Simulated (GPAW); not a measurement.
# As (Cmce) in GPAW: single point with TB-mBJ

Aim: the single point of As with TB-mBJ.

All numbers are computed with GPAW 26.7.0; they aren't measurements. Logs are shortened: lines on timing, memory, paths and dates and some standing lists are left out, and cuts for length are marked. The log counts tension as positive stress, the text compression.

### 1 Starting point

The structure is orthorhombic, space group Cmce (No. 64). The conventional cell has a = 3.650 Å, b = 11.000 Å, c = 4.470 Å, α = 90.00°, β = 90.00°, γ = 90.00°. Around As (site symmetry m) lie 3 As at 2.48 to 2.49 Å.

This isn't the form of As at room conditions, which is rhombohedral.

### 2 Single point, TB-mBJ

The input, run.py:

```python
from ase import Atoms
from ase.dft.bandgap import bandgap
from ase.io import write
from gpaw import GPAW, PW

atoms = Atoms(['As', 'As', 'As', 'As'],
              cell=[[1.825, -5.5, 0.0],
                    [1.825, 5.5, 0.0],
                    [0.0, 0.0, 4.47]],
              scaled_positions=[[0.39, 0.61, 0.56],
                                [0.89, 0.11, 0.94],
                                [0.61, 0.39, 0.44],
                                [0.11, 0.89, 0.06]],
              pbc=True)

calc = GPAW(mode=PW(600),
            xc='TB09',
            kpts={'size': (6, 6, 6), 'gamma': True},
            occupations={'name': 'fermi-dirac', 'width': 0.05},
            nbands=21,
            convergence={'density': 1e-05, 'energy': 1e-05},
            eigensolver='cg',
            maxiter=150,
            txt='gpaw.txt')
atoms.calc = calc
energy = atoms.get_potential_energy()
calc.write('gs.gpw')
write('result.traj', atoms)
print('Fermi level:', round(calc.get_fermi_level(), 4), 'eV')
print(f'Gap: {bandgap(calc)[0]:.4f} eV, direct: {bandgap(calc, direct=True)[0]:.4f} eV')
```

Potentials or basis: GPAW PAW data sets for LDA (gpaw-data 1.2.1), pw.

On the command line:

```sh
> OMP_NUM_THREADS=1 python run.py
```

gpaw.txt:

```text
___ ___ ___ _ _ _
 |   |   |_  | | | |
 | | | | | . | | | |
 |__ |  _|___|_____|  26.7.0
 |___|_|

Input parameters:
  convergence: {density: 1e-05,
                energy: 1e-05}
  eigensolver: cg
  kpts: {gamma: True,
         size: (6, 6, 6)}
  maxiter: 150
  mode: {ecut: 600.0,
         name: pw}
  nbands: 21
  occupations: {name: fermi-dirac,
                width: 0.05}
  xc: TB09

System changes: positions, numbers, cell, pbc, initial_charges, initial_magmoms

Initialize ...

species:
  As:
    name:    Arsenic
    Z:       33.0
    valence: 5
    core:    28
    charge:  0.0  # [|e|]
    compensation charges:
      type: gauss
      rc: 0.33  # [Å]
      lmax: 2
    cutoffs:
      filter: 1.87  # [Å]
      core: 2.96  # [Å]
    projectors
    | kind |    occ | energy [eV] | rcut [Å] |
    |------|--------|-------------|----------|
    |   4s |  2.000 |     -14.691 |    1.058 |
    |   4p |  3.000 |      -5.342 |    1.058 |
    |    s |        |      12.520 |    1.058 |
    |    p |        |      21.869 |    1.058 |
    |    d |        |       0.000 |    1.058 |

    Using partial waves for As as LCAO basis

Reference energy: -245679.631295  # eV

Spin-paired calculation

Convergence criteria:
 Maximum [total energy] change in last 3 cyles: 1e-05 eV / valence electron
 Maximum integral of absolute [dens]ity change: 1e-05 electrons / valence electron
 Maximum integral of absolute [eigenst]ate change: 4e-08 eV^2 / valence electron
 Maximum number of scf [iter]ations: 150
 (Square brackets indicate name in SCF output, whereas a 'c' in
 the SCF output indicates the quantity has converged.)

Symmetries present (total): 4

  ( 1  0  0)  ( 0  1  0)  ( 0 -1  0)  (-1  0  0)
  ( 0  1  0)  ( 1  0  0)  (-1  0  0)  ( 0 -1  0)
  ( 0  0  1)  ( 0  0 -1)  ( 0  0  1)  ( 0  0 -1)

216 k-points: 6 x 6 x 6 Monkhorst-Pack grid + [1/12,1/12,1/12]
68 k-points in the irreducible part of the Brillouin zone
       k-points in crystal coordinates                weights
   0:     0.00000000    0.00000000    0.00000000          1/216
   1:     0.00000000    0.00000000    0.16666667          2/216
   2:     0.00000000    0.00000000    0.33333333          2/216
   3:     0.00000000    0.00000000    0.50000000          1/216
   4:     0.16666667   -0.16666667   -0.33333333          2/216
   5:     0.16666667   -0.16666667   -0.16666667          2/216
   6:     0.16666667   -0.16666667    0.00000000          2/216
   7:     0.16666667   -0.16666667    0.16666667          2/216
   8:     0.16666667   -0.16666667    0.33333333          2/216
   9:     0.16666667   -0.16666667    0.50000000          2/216
          ...
  67:     0.50000000    0.50000000    0.50000000          1/216

Wave functions: Plane wave expansion
  Cutoff energy: 600.000 eV
  Number of coefficients (min, max): 2971, 3023
  Pulay-stress correction: 0.000000 eV/Ang^3 (de/decut=0.000000)
  Using FFTW library
  ScaLapack parameters: grid=1x1, blocksize=None
  Wavefunction extrapolation:
    Improved wavefunction reuse through dual PAW basis

Occupation numbers: Fermi-Dirac:
  width: 0.0500  # eV

Eigensolver
   CG(niter=4, rtol=3.0e-01)

Densities:
  Coarse grid: 35*35*27 grid
  Fine grid: 70*70*54 grid
  Total Charge: 0.000000

Density mixing:
  Method: separate
  Backend: msr1
  Linear mixing parameter: 0.05
  old densities: 10
  Width of damping distribution: 1.1
  Damping of long wavelength oscillations: 20

Hamiltonian:
  XC and Coulomb potentials evaluated on a 70*70*54 grid
  Using the TB09 Exchange-Correlation functional
  External potential:
    NoExternalPotential

XC parameters: TB09 with 2 nearest neighbor stencil

Number of atoms: 4
Number of atomic orbitals: 16
Number of bands in calculation: 21
Number of valence electrons: 20
Bands to converge: occupied

... initialized

Initializing position-dependent things.

Density initialized from atomic densities
Creating initial wave functions:
  16 bands from LCAO basis set
  5 bands from random numbers

           As
       As    As
         As

Atomic positions and initial magnetic moments

Positions:
   0 As     1.825000    1.210000    2.503200    ( 0.0000,  0.0000,  0.0000)
   1 As     1.825000   -4.290000    4.201800    ( 0.0000,  0.0000,  0.0000)
   2 As     1.825000   -1.210000    1.966800    ( 0.0000,  0.0000,  0.0000)
   3 As     1.825000    4.290000    0.268200    ( 0.0000,  0.0000,  0.0000)

Unit cell:
           periodic     x           y           z      points  spacing
  1. axis:    yes    1.825000   -5.500000    0.000000    35     0.0990
  2. axis:    yes    1.825000    5.500000    0.000000    35     0.0990
  3. axis:    yes    0.000000    0.000000    4.470000    27     0.1656

  Lengths:   5.794879   5.794879   4.470000
  Angles:   90.000000  90.000000 143.286435

Effective grid spacing dv^(1/3) = 0.1395

iter:   1  8757.119408
iter:   2  8756.448851   +1.02  -0.96
iter:   3  8757.766044   +0.09  -0.97
iter:   4  8759.623657   -0.85  -1.09
iter:   5  8761.993962   -1.13  -1.27
iter:   6  8763.979655   -1.33  -1.53
iter:   7  8763.212375   -2.01  -1.50
iter:   8  8762.021268   -2.22  -1.62
iter:   9  8761.828572   -2.88  -1.76
iter:  10  8761.778530   -3.83  -1.78
iter:  11  8761.603680   -3.59  -1.81
iter:  12  8760.579097   -2.24  -1.86
iter:  13  8760.323549   -2.40  -2.63
iter:  14  8760.421664   -3.35  -2.51
iter:  15  8760.392225   -3.82  -2.94
iter:  16  8760.434996   -4.63  -3.02
iter:  17  8760.435568   -5.08  -3.49
iter:  18  8760.447021   -5.37  -3.77
iter:  19  8760.438136   -5.62  -3.69
iter:  20  8760.438475   -6.14  -4.50
iter:  21  8760.440107   -6.95  -4.49
iter:  22  8760.440700   -7.01  -4.41
iter:  23  8760.440555   -7.30  -4.94
iter:  24  8760.440468   -8.19c -4.86
iter:  25  8760.440366c  -8.30c -5.25c

Converged after 25 iterations.

Dipole moment: (-0.000000, 0.000000, -0.000000) |e|*Ang

Energy contributions relative to reference atoms: (reference = -245679.631295)

Kinetic:         -9.458975
Potential:       +8.280866
External:        +0.000000
XC:            +8761.613720
Entropy (-ST):   -0.000757
Local:           +0.005134
SIC:             +0.000000
--------------------------
Free energy:   +8760.439988
Extrapolated:  +8760.440366

Showing only first 2 kpts
 Kpt  Band  Eigenvalues  Occupancy
  0     8      4.30111    2.00000
  0     9      5.17509    2.00000
  0    10      8.43083    0.00000
  0    11      8.60624    0.00000

  1     8      4.53379    2.00000
  1     9      4.72431    2.00000
  1    10      8.63355    0.00000
  1    11      8.64618    0.00000

Fermi level: 6.33519

Gap: 0.172 eV
Transition (v -> c):
  (s=0, k=64, n=9, [0.50, 0.50, 0.00]) -> (s=0, k=64, n=10, [0.50, 0.50, 0.00])
No difference between direct/indirect transitions
Writing to gs.gpw (mode='')
```

Wall time 4.6 min (1 thread of Arm Neoverse V1, shared host); peak memory 0.32 GiB.

Results:

* Band gap on the k mesh: 0.17 eV, direct

Caveat: a model potential gives levels but no total energy. A k mesh can miss the band edges.
